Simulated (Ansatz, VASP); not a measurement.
**HfO2 in VASP and in Ansatz**

INCAR

```
  PREC = Accurate
  ENCUT = 520
  EDIFF = 1E-6
  ISMEAR = -1
  SIGMA = 0.05
  LREAL = F
  LASPH = T
  NELM = 100
  ALGO = Fast
  ISIF = 2
  LWAVE = F
  LCHARG = F
  GGA = PE
  NBANDS = 56
```

KPOINTS

```
Automatic mesh
0
Gamma
  5 6 5
```

File POSCAR:

```
HfO2
1.0
    5.2881483861      0.0000000000      0.0000000000
    0.0000000000      5.0706233964      0.0000000000
    0.0000000000      0.0000000000      5.0989121849
Hf O
4 8
Direct
    0.9669940000      0.7325208200      0.7414403500
    0.5330060000      0.7325208200      0.2414403500
    0.4669940000      0.2674791800      0.7414403500
    0.0330060000      0.2674791800      0.2414403500
    0.6321274500      0.9286454000      0.8792672600
    0.8678725500      0.9286454000      0.3792672600
    0.2339485200      0.5398830500      0.4922923900
    0.2660514800      0.5398830500      0.9922923900
    0.7660514800      0.4601169500      0.9922923900
    0.7339485200      0.4601169500      0.4922923900
    0.1321274500      0.0713546000      0.8792672600
    0.3678725500      0.0713546000      0.3792672600
```

File input.yaml:

```yaml
crystal:
  lattice:
    - [5.2881483861, 0.0, 0.0]
    - [0.0, 5.0706233964, 0.0]
    - [0.0, 0.0, 5.0989121849]
  atoms:
    - { symbol: Hf, position: [0.966994, 0.73252082, 0.74144035] }
    - { symbol: Hf, position: [0.533006, 0.73252082, 0.24144035] }
    - { symbol: Hf, position: [0.466994, 0.26747918, 0.74144035] }
    - { symbol: Hf, position: [0.033006, 0.26747918, 0.24144035] }
    - { symbol: O, position: [0.63212745, 0.9286454, 0.87926726] }
    - { symbol: O, position: [0.86787255, 0.9286454, 0.37926726] }
    - { symbol: O, position: [0.23394852, 0.53988305, 0.49229239] }
    - { symbol: O, position: [0.26605148, 0.53988305, 0.99229239] }
    - { symbol: O, position: [0.76605148, 0.46011695, 0.99229239] }
    - { symbol: O, position: [0.73394852, 0.46011695, 0.49229239] }
    - { symbol: O, position: [0.13212745, 0.0713546, 0.87926726] }
    - { symbol: O, position: [0.36787255, 0.0713546, 0.37926726] }
hamiltonian:
  xc: pbe
  pseudopotentials: { kind: nc, source: spms }
kpoints:
  mp_grid: { grid: [5, 6, 5] }
scf:
  occupations: { method: fermi_dirac, width: 0.05 }
output:
  forces: true
  stress: true
  eigenvalues: true
  write_density: true
  write_potential: true
  elf: true
  volumetric_format: npy
```

Measurements of this composition are mostly on another form, of space group No. 14.

Alike in both runs: task single point; functional PBE; k mesh 5 × 6 × 5; occupations fermi-dirac, width 0.05 eV; no spin polarisation.

|  | VASP | Ansatz |
| --- | --- | --- |
| version | VASP 6.6.1 | Ansatz 0.2.0 |
| potentials or method | VASP PAW PBE potentials, release 64 (Hf_pv, O) | SPMS NC |
| plane-wave cutoff (eV) | 520 | 1034 |
| valence electrons in the cell | 88 | 96 |

|  | VASP | Ansatz | Ansatz less VASP |
| --- | --- | --- | --- |
| gap on the k mesh at the Fermi level (eV) | 4.30 | 4.36 | +0.060 |
| least direct gap on the mesh (eV) | 4.51 | 4.57 | +0.063 |
| pressure (GPa) | -3.6 | -2.5 | +1.10 |
| largest component of the traceless stress (GPa) | 0.27 | 0.38 | +0.107 |
| rms of the force components (eV/Å) | 0.053 | 0.059 | +0.0064 |

Atom by atom the forces differ by 0.021 eV/Å (rms over components). The functional is the same, so the differences come from potentials, cutoffs and numerics. The two sets of potentials don't hold the same shells in valence.

Caveats: spin-orbit coupling is left out, which moves the levels of the heavy elements; an odd mesh through Γ misses points on the zone boundary, where band edges often lie (VASP); odd divisions of the mesh miss points on the zone boundary, where band edges often lie, so the gap on the mesh can be too wide (Ansatz); the pressure holds a Pulay correction of +0.4 GPa for the finite cutoff (Ansatz). As with any semilocal functional, this PBE gap is likely too small.
